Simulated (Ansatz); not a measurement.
## Li (dhcp): energy against volume

Theory: DFT, RPBE, plane waves (420 eV) with PAW, scalar-relativistic (Ansatz). (PAW data from PBE, frozen cores regenerated.)

The cell is scaled uniformly from the relaxed one, with fractional coordinates and shape fixed. Energies are extrapolated to zero smearing, pressures are those at the given smearing. Magnetic state: spin not included.

A Birch-Murnaghan fit gives V₀ = 21.04 Å³/atom, B₀ = 13.2 GPa, B₀′ = 3.3.

Q: What are the energy above the minimum and the pressure at 20.217 Å³/atom?

A: 1.4 meV/atom and 0.58 GPa as computed.

Q: What are the energy above the minimum and the pressure at 22.744 Å³/atom?

A: 5.1 meV/atom and -0.89 GPa as computed.

Q: What are the energy above the minimum and the pressure at 23.586 Å³/atom?

A: 10.8 meV/atom and -1.23 GPa as computed.
